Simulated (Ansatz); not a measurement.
Sn: elastic constants with LDA

The system is Sn.

```
Sn
1.0
     0.00000    3.23334    3.23334
     3.23334    0.00000    3.23334
     3.23334    3.23334    0.00000
Sn
2
Direct
  0.75000 0.75000 0.75000
  0.50000 0.50000 0.50000
```

This isn't the form of Sn at room conditions, which is tetragonal (white tin).

- Program: Ansatz 0.2.0
- Task: elastic constants
- Functional: LDA
- Potentials or basis: Ansatz PAW
- Cutoff: 420 eV (not typed: the program's choice for these potentials)
- k mesh: 5 × 5 × 5
- Occupations: fermi-dirac, width 0.05 eV
- Spin: no spin polarisation
- Atoms under strain: clamped

```
Pressure                                    : 0.4 GPa
Band gap on the k mesh                      : none (metal or under the smearing width)
Clamped-ion elastic constants C11, C12, C44 : 69, 35, 41 GPa
Voigt bulk modulus                          : 47 GPa
```

Levels at points of the mesh, in eV from the Fermi level:
```
           k point  band 11  band 12  band 13  band 14  band 15  band 16  band 17  band 18
(0.00, 0.00, 0.00)   -10.64    -0.68     0.19     0.19     0.19     2.25     2.25     2.25
```

Elastic tensor in Voigt notation (GPa, ions clamped, in the Cartesian axes of the cell as first typed):
```
69 35 35  0  0  0
35 69 35  0  0  0
35 35 69  0  0  0
 0  0  0 41  0  0
 0  0  0  0 41  0
 0  0  0  0  0 41
```

Run time: 17 s on 2 threads of Intel(R) Xeon(R) Processor @ 2.50GHz (Skylake/Cascade Lake), with other jobs on the host, peak memory 0.36 GiB.

Caveat: elastic constants of metals need much finer meshes, so these are rough; the PAW data sets come from PBE, with cores solved anew for the run's functional, which leaves a small shift of forces and pressure.
